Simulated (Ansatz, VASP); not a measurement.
# LiCl: VASP beside Ansatz

INCAR

```
SYSTEM = LiCl
PREC = Accurate ; ENCUT = 520
EDIFF = 1E-6 ; ISMEAR = 0
SIGMA = 0.02 ; LREAL = .False.
LASPH = .True. ; NELM = 150
ALGO = Normal ; ISIF = 2
LWAVE = .False. ; LCHARG = .True.
ISPIN = 2 ; MAGMOM = 0 0
LORBIT = 11 ; GGA = PE
IVDW = 13 ; LELF = .True.
LVHAR = .True. ; NBANDS = 16
```

KPOINTS

```
Automatic mesh
0
Gamma
  7 7 7
  0 0 0
```

The input POSCAR:

```
LiCl
1.0
    0.0000000000      2.5647700000      2.5647700000
    2.5647700000      0.0000000000      2.5647700000
    2.5647700000      2.5647700000      0.0000000000
Cl Li
1 1
Direct
    0.5063450000      0.5093460000      0.4920520000
    0.0038980000     -0.0024430000      0.0060080000
```

input.yaml

```yaml
crystal:
  lattice:
    - [0.0, 2.56477, 2.56477]
    - [2.56477, 0.0, 2.56477]
    - [2.56477, 2.56477, 0.0]
  atoms:
    - { symbol: Cl, position: [0.506345, 0.509346, 0.492052] }
    - { symbol: Li, position: [0.003898, -0.002443, 0.006008] }
hamiltonian:
  xc: pbe
  pseudopotentials: { kind: nc }
  dispersion: d4
magnetization:
  spin_polarized: true
kpoints:
  mp_grid: { grid: [7, 7, 7] }
scf:
  occupations: { method: gaussian, width: 0.02 }
  n_extra_bands: 6
output:
  forces: true
  stress: true
  eigenvalues: true
  dos: { projected: true, de: 0.05, nscf_kmesh: { grid: [11, 11, 11] } }
  write_density: true
  write_potential: true
  elf: true
  volumetric_format: npy
```

Change from the starting cell: atoms moved at random, drawn with an rms of 0.05 Å.

Alike in both runs: functional PBE; dispersion D4; k mesh 7 × 7 × 7; occupations gaussian, width 0.02 eV; collinear spin.

|  | VASP | Ansatz |
| --- | --- | --- |
| version | VASP 6.6.1 | Ansatz 0.2.0 |
| potentials or method | VASP PAW PBE potentials, release 64 (Cl, Li_sv) | PseudoDojo standard (PBE files) with Ansatz NC |
| plane-wave cutoff (eV) | 520 | 1034 |
| valence electrons in the cell | 10 | 10 |
| task | single point | projected density of states |

|  | VASP | Ansatz | Ansatz less VASP |
| --- | --- | --- | --- |
| gap on the k mesh at the Fermi level (eV) | 6.34 | 6.33 | -0.012 |
| least direct gap on the mesh (eV) | 6.34 | 6.33 | -0.012 |
| rms of the force components (eV/Å) | 0.018 | 0.018 | -0.0003 |
| net moment per atom (μB) | 0.00 | 0.00 | 0.000 |
| dispersion energy (meV/atom) | -121.8 | -121.9 | -0.07 |

Atom by atom the forces differ by 0.000 eV/Å (rms over components).

Caveats: an odd mesh through Γ misses points on the zone boundary, where band edges often lie (VASP); odd divisions of the mesh miss points on the zone boundary, where band edges often lie, so the gap on the mesh can be too wide (Ansatz); the density of states is complete only up to the lowest level of the last band computed (Ansatz).
